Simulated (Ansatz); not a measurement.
MgTe:

```
Te Mg
1.0
     0.00000    3.23200    3.23200
     3.23200    0.00000    3.23200
     3.23200    3.23200    0.00000
Te Mg
1 1
Cartesian
  1.6160 1.6160 1.6160
  0.0000 0.0000 0.0000
```

The cell comes from a database or a generator and needn't be the stable form of this composition.

Base run:

```yaml
Program: Ansatz 0.2.0
Functional: PBEsol
Potentials_or_basis: all-electron LAPW, scalar-relativistic
Cutoff: 199 eV (chosen from the basis error)
Basis_error_allowed: 0.001 eV/atom
k_mesh: 7 × 7 × 7
Occupations: fermi-dirac, width 0.05 eV
Spin: no spin polarisation
```

Its results: band gap on the k mesh 2.30 eV, direct; pressure -0.4 GPa.

The run is repeated on the same cell with these changes: functional from PBEsol to LDA. What comes out?

Band gap on the k mesh 2.18 eV, direct; pressure -1.6 GPa.

LDA binds more tightly than PBEsol, so the same cell stands under less pressure.

Caveats: spin-orbit coupling is left out, which moves the levels of the heavy elements.
